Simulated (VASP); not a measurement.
A run of VASP 6.6.1:

Contents of INCAR:

```
PREC     = Accurate       # precision mode
ENCUT    = 520            # plane-wave cutoff, eV
EDIFF    = 1E-6           # SCF threshold, eV
ISMEAR   = 0              # smearing method
SIGMA    = 0.1            # smearing width, eV
LREAL    = F              # projectors in reciprocal space
LASPH    = T              # aspherical terms in the spheres
NELM     = 100            # most SCF steps
ALGO     = Fast           # electronic algorithm
ISIF     = 2              # what is computed and relaxed
LWAVE    = F              # write WAVECAR
LCHARG   = T              # write CHGCAR
GGA      = PE             # functional
LELF     = T              # ELF
LVHAR    = T            
NBANDS   = 11             # bands
```

File KPOINTS:

```
Automatic mesh
0
Gamma
  8 8 8
```

POSCAR

```
Pt
1.0
   -1.3931646063      1.3931646063      2.1194967117
    1.3931646063     -1.3931646063      2.1194967117
    1.3931646063      1.3931646063     -2.1194967117
Pt
1
Direct
    0.0000000000      0.0000000000      0.0000000000
```

Potentials or basis: VASP PAW PBE potentials, release 64 (Pt).

Run with:

```bash
$ cat potpaw_PBE.64/Pt/POTCAR > POTCAR
$ mpirun -np 1 vasp_std > vasp.out
```

Hardware: 1 thread of Intel(R) Xeon(R) Platinum 8488C (Sapphire Rapids), with other jobs on the host.

Q: How long does it take, and how much memory?

A: Wall time 7.6 s on 1 thread of Intel(R) Xeon(R) Platinum 8488C (Sapphire Rapids) (shared host), peak memory 0.14 GiB. Counts: scf iterations 12, k points 59.
